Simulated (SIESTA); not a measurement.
Au under changes of volume

One of the cells (16.855 Å³/atom); the others are scaled copies at fixed shape and fractional positions:

```xyz
1
Lattice="0.0000 2.0350 2.0350 2.0350 0.0000 2.0350 2.0350 2.0350 0.0000" Properties=species:S:1:pos:R:3 pbc="T T T"
Au    0.0000    0.0000    0.0000
```

| Quantity | Value |
| --- | --- |
| Program | SIESTA 5.4.2 |
| Functional | LDA |
| Potentials or basis | PseudoDojo 0.4 standard (LDA files) |
| Basis | DZP (energy shift 0.003 Ry; two zetas on semicore shells) |
| Grid cutoff | 800 Ry |
| Energy shift | 0.003 Ry |
| k mesh | 11 × 11 × 11 |
| Occupations | fermi-dirac, width 0.05 eV |
| Spin | no spin polarisation |

```tsv
volume (Å³/atom)	energy over the lowest point (meV/atom)	pressure (GPa)
15.843	?	?
16.181	10.53	6.6
16.518	0.98	2.4
16.855	0.00	-1.6
17.192	7.04	-5.1
17.529	20.65	-7.9
17.866	40.08	-10.6
```

Task: What does the run at 15.843 Å³/atom give?

Result: Energy over the lowest point 29.64 meV/atom; pressure 11.6 GPa.

Worked out: A Birch-Murnaghan fit of order 3 (a polynomial in V^(-2/3)) to the other rows has its minimum at 16.72 Å³/atom with B0 = V·E''(V) = 192 GPa and B' = 5.8. It gives 30.42 meV/atom at 15.843 Å³/atom, against the run's 29.64, and -dE/dV = 12.1 GPa, against 11.6.

Energies are extrapolated to zero smearing.

Caveats: short orbitals over semicore shells can move pressures by several GPa; the basis of atomic orbitals isn't converged, which shifts pressures, moduli and gaps.
